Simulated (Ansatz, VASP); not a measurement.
Two plane-wave programs on ZrN

INCAR

```
ALGO = Normal ; EDIFF = 1E-7
ENCUT = 520 ; GGA = PE
ISIF = 2 ; ISMEAR = -1
LASPH = True ; LCHARG = False
LREAL = False ; LWAVE = False
NBANDS = 16 ; NELM = 80
PREC = Accurate ; SIGMA = 0.05
```

The input KPOINTS:

```
k-points
0
Gamma
  10 10 10
```

POSCAR

```
ZrN
1.0
    0.0000000000      2.3302666288      2.3302666288
    2.3302666288      0.0000000000      2.3302666288
    2.3302666288      2.3302666288      0.0000000000
Zr N
1 1
Direct
    0.5000000000      0.5000000000      0.5000000000
    0.0000000000      0.0000000000      0.0000000000
```

File input.yaml:

```yaml
crystal:
  lattice:
    - [0.0, 2.3302666288, 2.3302666288]
    - [2.3302666288, 0.0, 2.3302666288]
    - [2.3302666288, 2.3302666288, 0.0]
  atoms:
    - { symbol: Zr, position: [0.5, 0.5, 0.5] }
    - { symbol: "N", position: [0.0, 0.0, 0.0] }
hamiltonian:
  xc: pbe
  pseudopotentials: { kind: paw }
kpoints:
  mp_grid: { grid: [10, 10, 10] }
scf:
  occupations: { method: fermi_dirac, width: 0.05 }
output:
  forces: true
  stress: true
  eigenvalues: true
```

Change from the starting cell: volume scaled by 1.04.

Alike in both runs: task single point; functional PBE; k mesh 10 × 10 × 10; occupations fermi-dirac, width 0.05 eV; no spin polarisation.

|  | VASP | Ansatz |
| --- | --- | --- |
| version | VASP 6.6.1 | Ansatz 0.2.0 |
| potentials or method | VASP PAW PBE potentials, release 64 (Zr_sv, N) | Ansatz PAW |
| plane-wave cutoff (eV) | 520 | 420 |
| valence electrons in the cell | 17 | 17 |

Ansatz gave:

| Quantity | Value |
| --- | --- |
| gap on the k mesh at the Fermi level (eV) | none |
| pressure (GPa) | -9.7 |

Task: Which values does VASP return?

Result: gap on the k mesh at the Fermi level (eV): none; pressure (GPa): -9.5.

A gap of «none» marks a metal or a gap that the smearing closes.

Caveats: the pressure holds a Pulay correction of +0.4 GPa for the finite cutoff (Ansatz).
